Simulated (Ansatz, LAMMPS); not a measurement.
# Structural relaxation of amorphous SiO2 (96 atoms), part 3 of 4

How does amorphous SiO2 (96 atoms) relax, and what do bonds, charges and levels look like afterwards?

Ansatz 0.2.0; Kohn-Sham DFT, PBE, PAW (set soft_2), plane waves.

The cell: 32 Si and 64 O. The quench rate of 50 K/ps is orders of magnitude faster than experiment. The starting topology of bonds comes from the classical model. Only the Γ point is sampled in the main run, in a cell whose shortest periodic width is 11 Å.

So far. Step 4 (Cell and atoms relaxed): The relaxation changed the energy by -43.3 meV/atom, and atoms moved by 0.20 Å r.m.s., 0.49 Å at most.

## 6. Single point at the relaxed geometry

The electronic structure is read at the final geometry, in a run of its own.

input.yaml

```yaml
crystal:
  lattice:
    - [11.17454, -0.01017, -0.16735]
    - [-0.01017, 10.88021, -0.08017]
    - [-0.16735, -0.08017, 11.50792]
  atoms:
    - { symbol: Si, position: [0.32749, 0.24069, 0.60438] }
    - { symbol: Si, position: [0.01758, 0.14936, 0.0589] }
    - { symbol: Si, position: [0.35505, 0.06402, 0.81266] }
    - { symbol: Si, position: [0.93758, 0.01013, 0.45748] }
    - { symbol: Si, position: [0.77028, 0.24006, 0.48235] }
    - { symbol: Si, position: [0.63131, 0.54431, 0.30966] }
    - { symbol: Si, position: [0.07303, 0.78127, 0.04418] }
    - { symbol: Si, position: [0.38279, 0.83262, 0.44415] }
    - { symbol: Si, position: [0.64047, 0.37946, 0.0881] }
    - { symbol: Si, position: [0.91111, 0.95347, 0.20249] }
    - { symbol: Si, position: [0.42987, 0.20944, 0.02634] }
    - { symbol: Si, position: [0.94164, 0.84919, 0.68498] }
    - { symbol: Si, position: [0.47285, 0.56972, 0.72812] }
    - { symbol: Si, position: [0.24445, 0.16054, 0.20118] }
    - { symbol: Si, position: [0.698, 0.8584, 0.06343] }
    - { symbol: Si, position: [0.89157, 0.47521, 0.36983] }
    - { symbol: Si, position: [0.70129, 0.46908, 0.8442] }
    - { symbol: Si, position: [0.09326, 0.35373, 0.72617] }
    - { symbol: Si, position: [0.21029, 0.04575, 0.43337] }
    - { symbol: Si, position: [0.29538, 0.39936, 0.31188] }
    - { symbol: Si, position: [0.90628, 0.39427, 0.12384] }
    - { symbol: Si, position: [0.29327, 0.43956, 0.90467] }
    - { symbol: Si, position: [0.51925, 0.34356, 0.44288] }
    - { symbol: Si, position: [0.10381, 0.97973, 0.87543] }
    - { symbol: Si, position: [0.49471, 0.77742, 0.2197] }
    - { symbol: Si, position: [0.0345, 0.59158, 0.58599] }
    - { symbol: Si, position: [0.85648, 0.63691, 0.97476] }
    - { symbol: Si, position: [0.49428, 0.85443, 0.70014] }
    - { symbol: Si, position: [0.29426, 0.58549, 0.51103] }
    - { symbol: Si, position: [0.73338, 0.96071, 0.81008] }
    - { symbol: Si, position: [0.27764, 0.61445, 0.12273] }
    - { symbol: Si, position: [0.83554, 0.23275, 0.7501] }
    - { symbol: O, position: [0.26291, 0.91264, 0.47057] }
    - { symbol: O, position: [0.57866, 0.48145, 0.42752] }
    - { symbol: O, position: [0.33643, 0.69139, 0.42283] }
    - { symbol: O, position: [0.17565, 0.62919, 0.5786] }
    - { symbol: O, position: [0.56431, 0.25548, 0.06061] }
    - { symbol: O, position: [0.9956, 0.85925, 0.13468] }
    - { symbol: O, position: [0.79235, 0.098, 0.79645] }
    - { symbol: O, position: [0.44593, 0.87056, 0.32248] }
    - { symbol: O, position: [0.96165, 0.42537, 0.25477] }
    - { symbol: O, position: [0.02447, 0.47063, 0.66706] }
    - { symbol: O, position: [0.40712, 0.56464, 0.60035] }
    - { symbol: O, position: [0.7731, 0.33407, 0.13007] }
    - { symbol: O, position: [0.05403, 0.9146, 0.75519] }
    - { symbol: O, position: [0.84524, 0.35684, 0.43879] }
    - { symbol: O, position: [0.77417, 0.24538, 0.6222] }
    - { symbol: O, position: [0.69675, 0.93854, 0.94454] }
    - { symbol: O, position: [0.7582, 0.72376, 0.03869] }
    - { symbol: O, position: [0.97734, 0.55946, 0.45616] }
    - { symbol: O, position: [0.42515, 0.3318, 0.33178] }
    - { symbol: O, position: [0.94333, 0.0944, 0.16671] }
    - { symbol: O, position: [0.62973, 0.24472, 0.43687] }
    - { symbol: O, position: [0.96724, 0.70761, 0.64609] }
    - { symbol: O, position: [0.82895, 0.85532, 0.77143] }
    - { symbol: O, position: [0.38545, 0.92744, 0.76269] }
    - { symbol: O, position: [0.89652, 0.52347, 0.05717] }
    - { symbol: O, position: [0.15195, 0.87349, 0.96555] }
    - { symbol: O, position: [0.47278, 0.84513, 0.5587] }
    - { symbol: O, position: [0.56549, 0.84576, 0.11692] }
    - { symbol: O, position: [0.61485, 0.93679, 0.72591] }
    - { symbol: O, position: [0.27634, 0.55306, 0.99419] }
    - { symbol: O, position: [0.93248, 0.92668, 0.33965] }
    - { symbol: O, position: [0.29091, 0.50612, 0.21652] }
    - { symbol: O, position: [0.49874, 0.7163, 0.75667] }
    - { symbol: O, position: [0.00136, 0.06532, 0.93927] }
    - { symbol: O, position: [0.58065, 0.68191, 0.2914] }
    - { symbol: O, position: [0.22291, 0.05148, 0.29284] }
    - { symbol: O, position: [0.07321, 0.06613, 0.47396] }
    - { symbol: O, position: [0.98461, 0.2951, 0.04991] }
    - { symbol: O, position: [0.77237, 0.93057, 0.1665] }
    - { symbol: O, position: [0.98343, 0.25371, 0.74798] }
    - { symbol: O, position: [0.2068, 0.28949, 0.26583] }
    - { symbol: O, position: [0.44196, 0.3226, 0.56082] }
    - { symbol: O, position: [0.35122, 0.32272, 0.97252] }
    - { symbol: O, position: [0.43494, 0.09823, 0.92977] }
    - { symbol: O, position: [0.21347, 0.06846, 0.84078] }
    - { symbol: O, position: [0.16336, 0.39692, 0.84726] }
    [... 12 atom lines left out ...]
    - { symbol: O, position: [0.37735, 0.16012, 0.14804] }
    - { symbol: O, position: [0.77641, 0.55615, 0.32529] }
    - { symbol: O, position: [0.90801, 0.92794, 0.56913] }
    - { symbol: O, position: [0.20118, 0.30661, 0.64136] }
    - { symbol: O, position: [0.58982, 0.46389, 0.19383] }
    - { symbol: O, position: [0.15947, 0.13861, 0.08717] }
kpoints:
  mp_grid: { grid: [1, 1, 1] }
hamiltonian:
  xc: pbe
scf:
  occupations: { method: fermi_dirac, width: 0.025 }
output:
  forces: true
  stress: true
  populations: true
  dos:
    method: { smearing: { sigma: 0.08 } }
    de: 0.05
    projected: { site_lists: { O: [O], Si: [Si] } }
  eigenvalues: true
  write_density: true
  write_potential: true
  volumetric_format: npy
```

Run with:

```sh
> ansatz run input.yaml --threads 4 --pin off --max-ram 8192MiB --backend cpu --events-out ev --progress --plain --runs-dir out
```

Numbers of over 12 decimals in the logs are rounded to 6 here.

Output:

```text
[...]
Crystal: 96 atoms, lattice volume = 1398.770 Å³
Basis set: ecut = 420 eV, 27363 PW (Γ), exchange–correlation on 150×150×160 points (8 copies of the dense FFT grid, shifted against one another)
Bands: 352, of which v1, the nominal top of the filled ones, is band 256 counted from 1 (255 counted from 0)
Symmetry: 1 space group operations
[...]
k-points: 1
[...]
SCF iter   1: F=—  HF=-56766.546800 eV  |F-HF|=—  |Δ(HF+E_count)|=         —  Δρ=1.77e-3  dr2=4.55e-2  ethr=1.77e-3  ⟨swp⟩=6.0  Hψ=1683  notcnv=0  defer=53
[...]
SCF iter   9: F=-56766.555759 eV  HF=-56766.555759 eV  |F-HF|=4.32e-9  |Δ(HF+E_count)|=   5.27e-8  Δρ=7.00e-7  dr2=7.35e-9  ethr=1.95e-11  ⟨swp⟩=9.0  Hψ=2002  notcnv=0
SCF 1 converged in 9 iterations: F = -56766.555759 eV  dr2 = 7.35e-9
[...]
WARN: The input density's exchange-correlation potential varies sharply where the density is thin. Do not read a vacuum level from v_tot or v_xc, or from such a field of the output density. On a cell that repeats whose density bears no net charge and no dipole along the vacuum's axis use v_es (v_loc + v_h of the components); [...]
SCF converged after 9 iterations
Free energy (F): -56766.555759 eV
[...]
Internal energy: -56766.555759 eV  (E = F + TS)
E sigma→0 (E₀):  -56766.555759 eV
Fermi energy:    3.931449 eV
[...]
--- Forces (eV/Å), atoms counted from 1 ---
  atom   1  Si    -0.00122038     0.00182069    -0.00269727
  atom   2  Si    -0.00612927     0.00023961     0.00060775
  atom   3  Si     0.00290070     0.00174033     0.00433785
  atom   4  Si     0.00002377    -0.00143245     0.00667556
  atom   5  Si     0.00343332     0.00445809    -0.00015588
  atom   6  Si     0.00398653    -0.00784350     0.00142031
  atom   7  Si     0.00463514     0.00386588    -0.00419405
  atom   8  Si    -0.00380089    -0.00622564    -0.00685484
  atom   9  Si     0.00448646     0.00364968     0.00258655
  atom  10  Si     0.00580700    -0.00281576     0.00161534
  atom  11  Si    -0.00241573    -0.00330094     0.00213488
  atom  12  Si    -0.00033855     0.00495028     0.00146371
  atom  13  Si    -0.00871271    -0.00486607    -0.00011767
  atom  14  Si     0.01384711     0.00392302     0.00392158
[...]
atom  95  O     -0.00016921     0.00181089    -0.00013911
  atom  96  O     -0.00400989    -0.00414761    -0.00674950
  max |Σ_I F_I| component: 4.36e-5 eV/Å
--- Stress (GPa, compression-positive) ---
        0.010985      -0.002921       0.005505
       -0.002922       0.019360       0.002981
        0.005508       0.002979      -0.002189
  P = ⅓ Tr σ = 0.0094 GPa (0.094 kbar)
--- Band table (eV) ---
[...]
--- Löwdin populations: 96 sites ---
  site symbol       q [e]
     0     Si      2.2221
     1     Si      2.2201
     2     Si      2.2091
[...]
95      O      6.7941
  spilling = 0.013674 (of n_electrons = 512.000000)
```

It took 24 s on 4 threads of Arm Neoverse V2, shared host; peak memory 1.5 GiB; 92 s of CPU time.

The program notes that the exchange-correlation potential is rough where the density is thin.

Numbers from this run:

```
free energy                                      : -56766.5558 eV
free energy per atom                             : -591.3183 eV/atom
SCF cycles                                       : 9
pressure                                         : 0.009386 GPa
r.m.s. force component                           : 0.00332 eV/Å
longest force                                    : 0.01492 eV/Å
Fermi energy                                     : 3.931 eV
gap (highest filled to lowest empty level) : 5.521 eV
spilling of the projection                       : 0.01367
```

Löwdin charges by element (they lack the spilled electrons, 0.073 e an atom on average):

| element | coordination | atoms | mean charge (e) | spread | least | most |
| --- | --- | --- | --- | --- | --- | --- |
| O | all | 64 | -0.786 | 0.008 | -0.804 | -0.772 |
| Si | all | 32 | 1.79 | 0.0101 | 1.77 | 1.81 |

States in the cell by windows of 1 eV, zero at the Fermi level; the larger projections on atomic orbitals stand beside the total:

| from (eV) | to (eV) | total | O p | Si p | Si s |
| --- | --- | --- | --- | --- | --- |
| -18 | -12 | 0.0 | 0.0 | 0.0 | 0.0 |
| -12 | -11 | 15.0 | 9.9 | 0.5 | 4.0 |
| -11 | -10 | 15.9 | 10.7 | 1.0 | 3.3 |
| -10 | -9 | 20.9 | 14.8 | 2.3 | 2.7 |
| -9 | -8 | 31.4 | 23.8 | 6.1 | 0.8 |
| -8 | -7 | 44.8 | 35.1 | 8.8 | 0.2 |
| -7 | -6 | 11.4 | 9.0 | 1.4 | 0.0 |
| -6 | -5 | 60.8 | 52.5 | 4.6 | 0.2 |
| -5 | -4 | 86.1 | 79.8 | 3.0 | 0.1 |
| -4 | -3 | 77.8 | 74.5 | 1.4 | 0.1 |
| -3 | -2 | 20.0 | 19.6 | 0.1 | 0.0 |
| -2 | 2 | 0.0 | 0.0 | 0.0 | 0.0 |
| 2 | 3 | 2.0 | 0.1 | 0.0 | 1.1 |
| 3 | 4 | 0.0 | 0.0 | 0.0 | 0.0 |
| 4 | 5 | 12.6 | 1.1 | 3.5 | 4.1 |

Between -22 and -18 eV lie 128 more states.

The levels nearest the highest filled one (over half full), pooled over k-points and spins:

| level less the highest filled one (eV) | occupation |
| --- | --- |
| -0.0992 | 2 |
| -0.073 | 2 |
| -0.0596 | 2 |
| -0.0519 | 2 |
| -0.0133 | 2 |
| 0 | 2 |
| 5.52 | 0 |
| 7.03 | 0 |
| 7.09 | 0 |
| 7.15 | 0 |
| 7.26 | 0 |
| 7.35 | 0 |

Electrostatic potential energy in the ab plane at fractional z = 0.439, with atoms of Si and O within 0.2 Å of it. With pseudopotentials it is smooth inside the atoms' cores, unlike the true potential.

Ten even steps from '_' (-48 eV) to '@' (9 eV), each cell a mean:
```
##%%@@@@%%##++++**##@@@@@@@@@@@@@@@@@@@@@@@@@@@@@@@@%%++....::
%%@@@@@@@@@@##--::==%%####%%@@@@@@@@@@@@@@@@@@@@@@@@@@%%##**##
@@@@@@@@@@@@%%++--==++::::==##@@@@@@@@@@@@@@@@@@@@@@@@@@@@@@@@
@@@@@@@@@@@@@@@@%%##::____..**%%@@@@@@@@@@@@@@@@@@@@@@@@@@@@@@
@@@@@@@@@@@@@@@@@@##--____::**%%@@@@@@@@@@@@@@@@@@@@@@@@@@@@@@
@@@@@@@@@@@@@@@@@@%%**==++**%%@@@@@@@@@@@@@@@@@@@@@@@@@@@@@@@@
@@@@@@@@@@@@@@@@@@++..::##%%@@@@@@@@@@@@@@@@@@@@@@@@@@@@@@@@@@
@@@@@@@@@@@@@@@@%%--__::##@@@@@@@@@@@@@@@@@@@@@@@@@@@@@@@@@@@@
@@@@@@@@@@@@@@%%##**==**%%@@@@@@@@@@@@@@@@@@@@@@@@@@@@@@@@@@@@
++%%@@@@@@@@%%%%****##%%@@@@@@@@@@@@@@@@@@@@@@@@@@@@@@@@%%++--
::##@@@@@@@@@@%%##**##%%@@@@@@@@@@%%%%@@@@@@@@@@@@@@%%%%##::__
**@@@@@@@@@@%%++==**%%@@@@@@@@@@##--::++@@@@@@@@@@%%##****++==
@@@@@@@@@@@@**..__::%%@@@@@@@@@@**..__--@@@@@@@@@@%%##++++##%%
@@@@@@@@@@@@##--::==%%@@@@@@%%##**====##@@@@@@@@@@%%****##%%%%
@@@@@@@@@@@@@@%%%%@@@@@@@@%%++..__::**%%@@@@@@@@%%--..--##@@@@
@@@@@@@@@@@@@@@@@@@@@@@@@@##--______++%%@@@@@@%%##::__::##@@@@
@@@@@@@@@@@@@@@@@@@@@@@@@@%%++..__::++++**%%##****++==**@@@@@@
@@@@@@@@@@@@@@@@@@@@@@@@@@@@%%******--__..++++::..==##@@@@@@@@
@@@@@@@@@@@@@@@@@@@@@@@@@@@@@@@@@@%%==..::++++::..==##@@@@@@@@
@@@@@@@@@@@@@@@@%%##%%@@@@@@@@@@@@@@@@####%%##**++++**%%@@@@@@
@@@@@@@@%%%%####****%%@@@@@@@@@@@@@@@@@@@@@@@@%%++....==%%@@@@
%%**==++##==..::++##@@@@@@@@@@@@@@@@@@@@@@@@@@@@**..__--**####
**==::==++______::##@@@@@@@@@@@@@@@@@@@@@@@@@@@@@@##++++::..--
++######**::____==##@@@@@@@@@@@@@@@@@@@@@@@@@@@@@@@@##--______
```
Columns run along a (11.2 Å; values clipped at the 3rd and 97th percentile), rows up along b (10.9 Å). Atoms in or near the plane, at fractional coordinates: Si at (0.38, 0.83), Si at (0.21, 0.05), Si at (0.52, 0.34), O at (0.58, 0.48), O at (0.34, 0.69), O at (0.85, 0.36), O at (0.98, 0.56), O at (0.63, 0.24), O at (0.84, 0.12), O at (0.26, 0.46).

Valence density in the ab plane at fractional z = 0.439, with atoms of Si and O within 0.2 Å of it. It is the smooth field of the valence electrons, not physical close to the nuclei.

Values in e/Å³, 13 rows by 16 columns, each cell a mean:
```
0.2 0.1 0.2 1.1 2.2 0.5 0.1 0.1 0.0 0.0 0.0 0.0 0.0 0.1 0.3 0.3
0.0 0.0 0.1 0.9 2.4 0.7 0.2 0.2 0.1 0.0 0.0 0.0 0.0 0.0 0.1 0.1
0.0 0.0 0.0 0.1 0.3 0.5 0.3 0.2 0.1 0.0 0.0 0.0 0.0 0.0 0.0 0.0
0.0 0.0 0.0 0.1 0.9 3.9 1.2 0.1 0.0 0.0 0.0 0.0 0.0 0.0 0.0 0.0
0.3 0.0 0.0 0.1 0.8 2.7 0.8 0.1 0.0 0.0 0.0 0.0 0.0 0.0 0.1 0.5
2.2 0.1 0.0 0.2 0.5 0.3 0.1 0.0 0.2 0.6 0.2 0.1 0.1 0.1 0.7 4.2
0.6 0.1 0.1 1.9 4.0 0.7 0.1 0.1 1.7 5.0 0.9 0.1 0.1 0.2 0.5 1.3
0.0 0.0 0.1 1.2 2.6 0.5 0.1 0.2 0.8 1.6 0.3 0.1 0.4 2.2 1.0 0.2
0.0 0.0 0.0 0.1 0.1 0.1 0.2 0.3 0.2 0.6 0.5 0.2 1.0 4.8 1.9 0.1
0.0 0.0 0.0 0.0 0.1 0.1 0.1 0.2 0.3 2.7 4.6 0.9 0.3 0.6 0.2 0.0
0.1 0.1 0.1 0.2 0.8 0.5 0.1 0.0 0.1 0.9 1.7 0.4 0.7 1.6 0.4 0.1
0.9 1.8 0.5 0.3 0.9 0.5 0.1 0.0 0.0 0.0 0.0 0.1 1.4 5.3 1.6 0.2
1.2 2.1 0.6 0.2 0.3 0.1 0.0 0.0 0.0 0.0 0.0 0.0 0.2 0.8 0.5 0.3
```
Columns run along a (11.2 Å), rows up along b (10.9 Å). Atoms in or near the plane, at fractional coordinates: Si at (0.38, 0.83), Si at (0.21, 0.05), Si at (0.52, 0.34), O at (0.58, 0.48), O at (0.34, 0.69), O at (0.85, 0.36), O at (0.98, 0.56), O at (0.63, 0.24), O at (0.84, 0.12), O at (0.26, 0.46).

Mean Löwdin charges: O -0.79, Si +1.79 e (they miss 1.4 % of the electrons, so they add up to more than the cell's charge). The largest share in the top eV of filled states is O p (98 % of the projected weight), and in the lowest eV of empty states Si s (67 % of the projected weight).

A closer look about Si10, picked at random: 16 atoms, nearest first, numbered in the order of the input, with positions taken from that point.

| atom | x | y | z | distance (Å) | bonds | Löwdin charge (e) |
| --- | --- | --- | --- | --- | --- | --- |
| Si10 | 0.00 | 0.00 | 0.00 | 0.00 | 4 | 1.80 |
| O38 | 0.96 | -1.02 | -0.79 | 1.60 | 2 | -0.80 |
| O71 | -1.54 | -0.24 | -0.39 | 1.61 | 2 | -0.79 |
| O63 | 0.22 | -0.30 | 1.58 | 1.62 | 2 | -0.78 |
| O52 | 0.36 | 1.54 | -0.43 | 1.64 | 2 | -0.79 |
| Si2 | 1.21 | 2.14 | -1.69 | 2.98 | 4 | 1.78 |
| Si4 | 0.25 | 0.60 | 2.93 | 3.00 | 4 | 1.80 |
| Si15 | -2.36 | -1.02 | -1.56 | 3.00 | 4 | 1.80 |
| Si7 | 1.84 | -1.86 | -1.84 | 3.20 | 4 | 1.79 |
| O84 | -0.88 | 1.74 | 2.72 | 3.35 | 2 | -0.79 |
| O66 | 1.05 | 1.24 | -3.05 | 3.46 | 2 | -0.78 |
| O49 | -1.68 | -2.48 | -1.84 | 3.52 | 2 | -0.79 |
| O96 | 2.79 | 2.02 | -1.38 | 3.71 | 2 | -0.79 |
| O69 | 1.76 | 1.20 | 3.09 | 3.75 | 2 | -0.79 |
| O68 | 3.47 | 1.06 | 0.98 | 3.76 | 2 | -0.78 |
| O48 | -2.35 | -0.14 | -2.93 | 3.76 | 2 | -0.78 |

The column of bonds counts only the pairs O-Si within 2.08 Å; other neighbours, such as metal atoms beside each other in a compound, aren't counted, and periodic images can show an atom twice.

## 7. K-mesh 2×2×2

Large cells are often run on few k-points; this run checks whether the reference had enough.

input.yaml, as its differences from that of step 6:

```diff
@@ -8,3 +8,3 @@
 kpoints:
-  mp_grid: { grid: [1, 1, 1] }
+  mp_grid: { grid: [2, 2, 2] }
 hamiltonian:
@@ -22,4 +22 @@
   eigenvalues: true
-  write_density: true
-  write_potential: true
-  volumetric_format: npy
```

Output:

```text
[...]
Crystal: 96 atoms, lattice volume = 1398.770 Å³
Basis set: ecut = 420 eV, 27363 PW (Γ), exchange–correlation on 150×150×160 points (8 copies of the dense FFT grid, shifted against one another)
Bands: 352, of which v1, the nominal top of the filled ones, is band 256 counted from 1 (255 counted from 0)
Symmetry: 1 space group operations
[...]
k-points: 8
[...]
SCF iter   1: F=—  HF=-56766.579211 eV  |F-HF|=—  |Δ(HF+E_count)|=         —  Δρ=1.78e-3  dr2=4.59e-2  ethr=1.77e-3  ⟨swp⟩=6.0  Hψ=13071  notcnv=0  defer=543
[...]
SCF iter   8: F=—  HF=-56766.585286 eV  |F-HF|=—  |Δ(HF+E_count)|=   1.35e-7  Δρ=3.56e-6  dr2=1.39e-7  ethr=1.95e-11  ⟨swp⟩=14.9  Hψ=17340  notcnv=0
SCF iter   9: F=-56766.585286 eV  HF=-56766.585286 eV  |F-HF|=3.80e-9  |Δ(HF+E_count)|=   4.95e-8  Δρ=6.74e-7  dr2=6.85e-9  ethr=1.95e-11  ⟨swp⟩=4.1  Hψ=8458  notcnv=0
SCF 1 converged in 9 iterations: F = -56766.585286 eV  dr2 = 6.85e-9
[...]
SCF converged after 9 iterations
Free energy (F): -56766.585286 eV
[...]
Internal energy: -56766.585286 eV  (E = F + TS)
E sigma→0 (E₀):  -56766.585286 eV
Fermi energy:    3.967928 eV
[...]
Σ components = -56766.585286   (vs F -56766.585286, Δ=0.00e0)
--- Forces (eV/Å), atoms counted from 1 ---
  atom   1  Si    -0.00265748     0.00518393    -0.00363010
  atom   2  Si    -0.00532986    -0.00030534     0.00071694
  atom   3  Si     0.00076932     0.00182287     0.00567741
  atom   4  Si     0.00145842     0.00036038     0.00702924
[...]
atom  96  O     -0.00436115    -0.00554372    -0.00763063
  max |Σ_I F_I| component: 4.31e-5 eV/Å
--- Stress (GPa, compression-positive) ---
        0.013082      -0.002524       0.005361
       -0.002525       0.023639       0.004158
        0.005364       0.004156       0.002218
  P = ⅓ Tr σ = 0.0130 GPa (0.130 kbar)
--- Band table (eV; the first three rows and the last of 8) ---
[...]
--- Löwdin populations: 96 sites ---
  site symbol       q [e]
     0     Si      2.2220
     1     Si      2.2201
     2     Si      2.2088
[...]
95      O      6.7940
  spilling = 0.013675 (of n_electrons = 512.000000)
```

The job ended after 3.5 min (4 threads; peak memory 6.1 GiB).

The program notes that it cut back its work space to fit the memory limit.

Geometry and reference: those of the single point at the relaxed geometry.

Forces differ from those of the single point at the relaxed geometry by 1.8 meV/Å r.m.s.; the energy by -0.31 meV/atom and the gap by -0.055 eV. It took 3.5 min and 9 cycles; the reference's time can't be set against it, since the two runs asked for unlike analyses.

(Part 3 of 4 ends here.)

[Logs are printed without paths, hosts, clocks, repeated set-up lines and the standing remarks that a program may print on its own settings, such as how far it seeks lower states.]

[Hosts, paths, dates, database ids (printed as entryN), source tags and the programs' standing remarks are cut or masked in the printed files.]
